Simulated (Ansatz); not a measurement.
**SnO2: a ladder of calculations**

Cell of run 1: a Materials Project structure (computed, not necessarily an observed phase).

```
Sn O
1.0
    -3.24890    3.41447    3.41402
     3.24890   -3.41447    3.41402
     3.24890    3.41447   -3.41402
Sn O
4 8
Direct
  0.99640 0.24640 0.75000
  0.00360 0.75360 0.25000
  0.50000 0.50000 0.50000
  0.50000 0.00000 0.00000
  0.19350 0.19623 0.50272
  0.69756 0.75406 0.94351
  0.19350 0.69078 0.99728
  0.31056 0.75406 0.55649
  0.68944 0.24594 0.44350
  0.30244 0.24594 0.05649
  0.80650 0.30922 0.00272
  0.80650 0.80377 0.49728
```

Atom numbers follow the list; atoms alike are taken as one site, whose name carries the number of the first.

All runs are DFT with Ansatz 0.2.0 (plane waves and PAW, scalar-relativistic unless spin–orbit coupling is named, Γ-centred meshes, Fermi–Dirac smearing where given) in this cell.

Run 1: PBE, atoms as given; 420 eV, 5×5×5 k-points, smearing 0.02 eV.
Run 2: r2SCAN, atoms as given; 500 eV, 5×5×5 k-points, smearing 0.02 eV.
Run 3: PBE, atoms as given; 300 eV, 5×5×5 k-points, smearing 0.02 eV; this cutoff lies below the one recommended for these PAW files.

| run | Sn1 V_zz (η) | Sn3 V_zz (η) | O V_zz (η) |
| --- | --- | --- | --- |
| 1 | 5.03 (0.97) | 5.01 (0.97) | -11.31 (0.13) |
| 2 | 4.98 (0.96) | 4.96 (0.96) | -11.05 (0.11) |
| 3 | ? | ? | ? |

V_zz in 10²¹ V/m².

(1) Estimate the row of run 3.

## Answers

(1) Sn1: 4.98 (1.00); Sn3: 4.97 (0.99); O: -10.75 (0.13). It lies nearest to run 2, from whose tensors on these sites it differs by 0.30 at most (largest principal value of the difference, on O). Taken one at a time, the cutoff moves the tensors on these sites by up to 0.56 (largest principal value of the change, on O), the functional (r2SCAN with its higher cutoff) by 0.26 (O).

Without spin–orbit coupling (the program notes it for Sn) the gradients can shift somewhat, as the gap is small. Without spin–orbit coupling (the program notes it for Sn) the gradients are little affected as a rule: paired runs on crystals with a gap mostly move them by under 2 % at such atoms. With these PAW files V_zz is typically within 2 to 3 % of all-electron values, but misses above 10 % occur on Sn. The cell isn't the equilibrium one in run 2 (calculated pressure -8 GPa), and the entry's cell may itself be off.
